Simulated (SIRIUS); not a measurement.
Input of a SIRIUS 7.12.0 run:

Contents of sirius.json:

```json
{
  "control": {
    "processing_unit": "cpu",
    "verbosity": 2,
    "num_bands_to_print": 20,
    "print_forces": true,
    "print_stress": true
  },
  "parameters": {
    "electronic_structure_method": "pseudopotential",
    "xc_functionals": ["XC_GGA_X_PBE", "XC_GGA_C_PBE"],
    "gk_cutoff": 9.9,
    "pw_cutoff": 19.8,
    "ngridk": [11, 11, 11],
    "shiftk": [0, 0, 0],
    "smearing": "fermi_dirac",
    "smearing_width": 0.0018374661,
    "num_bands": 20,
    "num_mag_dims": 1,
    "num_dft_iter": 100,
    "energy_tol": 1e-08,
    "density_tol": 1e-06
  },
  "iterative_solver": {
    "type": "davidson",
    "min_tolerance": 1e-10
  },
  "mixer": {
    "type": "anderson",
    "beta": 0.5,
    "max_history": 8
  },
  "settings": {
    "tol_ne": 1e-10,
    "pseudo_grid_cutoff": 6.5,
    "smooth_initial_mag": true
  },
  "unit_cell": {
    "lattice_vectors": [
      [0.0, 3.941782825153, 3.941782825153],
      [3.941782825153, 0.0, 3.941782825153],
      [3.941782825153, 3.941782825153, 0.0]
    ],
    "atom_coordinate_units": "lattice",
    "atom_types": ["Ni", "O"],
    "atom_files": {
      "Ni": "Ni.json",
      "O": "O.json"
    },
    "atoms": {
      "Ni": [
        [0.0, 0.0, 0.0, 0.0, 0.0, 2.5]
      ],
      "O": [
        [0.5, 0.5, 0.5, 0.0, 0.0, 0.0]
      ]
    }
  }
}
```

Potentials or basis: PseudoDojo 0.4.1 PBE standard (scalar relativistic).

Command:

```bash
$ upf_to_json Ni.upf
$ upf_to_json O.upf
$ OMP_NUM_THREADS=1 sirius.scf --input=sirius.json --output=out.json --task=0
```

Q: What does it give for the pressure?

A: 6.0 GPa.

Q: Estimate the net moment.

A: 1.83 μB per cell.

Caveat: a cell with one magnetic atom can't hold antiferromagnetic order, which such compounds often take.
